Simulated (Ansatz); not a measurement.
## AlNi: how the plane-wave cutoff moves the results

The calculation used DFT PBEsol, scalar-relativistic, plane waves, PAW (Ansatz).

```cif
data_structure
_symmetry_space_group_name_H-M 'P 1'
_symmetry_Int_Tables_number 1
_cell_length_a 2.7520
_cell_length_b 2.7520
_cell_length_c 3.0994
_cell_angle_alpha 90.000
_cell_angle_beta 90.000
_cell_angle_gamma 90.427
_cell_volume 23.47
loop_
_atom_site_label
_atom_site_type_symbol
_atom_site_fract_x
_atom_site_fract_y
_atom_site_fract_z
_atom_site_occupancy
Al1 Al 0.00000 0.00000 0.00000 1
Ni1 Ni 0.50000 0.50000 0.50000 1
```

The Γ-centred k-mesh is 16×16×14. The occupation rule is Gaussian smearing, 0.1 eV and the spin treatment is unpolarised. The valence charge of the PAW sets is Al 3, Ni 18.

The atoms are held and the plane-wave cutoff is swept. Energies are extrapolated to zero smearing and count from the reference run, 850 eV. The cell isn't necessarily relaxed at this level. Pressure is positive in compression and holds a correction for the finite cutoff (Pulay stress).

Times are rough; the reference took 37 s on 1 thread of Intel(R) Xeon(R) Platinum 8259CL CPU @ 2.50GHz (Skylake/Cascade Lake) (shared host), peak memory 0.78 GiB.

| cutoff (eV) | ΔE (meV/atom) | P (GPa) | plane waves at Γ | wall time (s) |
| --- | --- | --- | --- | --- |
| 150 | 45033 | 2.53 | 91 | 14 |
| 200 | ? | ? | ? | ? |
| 250 | 1297 | 1.62 | 211 | 12 |
| 300 | 173 | 1.65 | 273 | 8.9 |
| 350 | ? | ? | ? | ? |
| 380 | 3.36 | 0.38 | 389 | 15 |
| 420 | 1.38 | 0.35 | 475 | 16 |
| 460 | ? | ? | ? | ? |
| 520 | 0.56 | 0.35 | 643 | 21 |
| 600 | ? | ? | ? | ? |
| 700 | 0.13 | 0.34 | 973 | 32 |
| 850 | 0.00 | 0.34 | 1319 | 37 |

Q: Fill in the withheld rows.

A: The withheld rows:

| cutoff (eV) | ΔE (meV/atom) | P (GPa) | plane waves at Γ | wall time (s) |
| --- | --- | --- | --- | --- |
| 200 | 7656 | 5.53 | 155 | 7.9 |
| 350 | 14.4 | 0.55 | 353 | 14 |
| 460 | 0.94 | 0.35 | 527 | 26 |
| 600 | 0.37 | 0.34 | 805 | 29 |